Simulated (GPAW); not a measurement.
PbF2 (Fluorocronite):

```
CELL_PARAMETERS angstrom
0.00000 2.96366 2.96366
2.96366 0.00000 2.96366
2.96366 2.96366 0.00000
ATOMIC_POSITIONS crystal
Pb 0.00000 0.00000 0.00000
F 0.75000 0.75000 0.75000
F 0.25000 0.25000 0.25000
```

Program: GPAW 26.7.0. Alike in all runs: no spin polarisation; cell as given; k mesh 8 × 8 × 8; cutoff (eV) 800.

Question: Order these runs on this cell by their band gap on the k mesh, lowest first.
A. level TB-mBJ; potentials or basis GPAW PAW data sets for LDA (gpaw-data 1.2.1), pw; smearing fermi-dirac 0.05 eV
B. level r2SCAN; potentials or basis GPAW PAW data sets (gpaw-data 1.2.1), pw; smearing fermi-dirac 0.05 eV; band path GXWKGLUWLK,UX; band points 100
C. level RPBE; potentials or basis the program's PAW data sets (release 1.2.1) made for this functional, pw; smearing gaussian 0.05 eV
D. level PBEsol; potentials or basis PAW data sets generated in the run's folder for this functional, pw; smearing fermi-dirac 0.05 eV; band path GXWKGLUWLK,UX; band points 100

Answer: D (4.23 eV), C (4.47 eV), B (4.86 eV), A (5.77 eV).

Caveats: spin-orbit coupling is left out, which as a rule narrows the gap of such compounds by several tenths of an eV; a model potential gives levels but no total energy (some runs).

A k mesh can miss the band edges.

Not every run made on this cell is shown here.
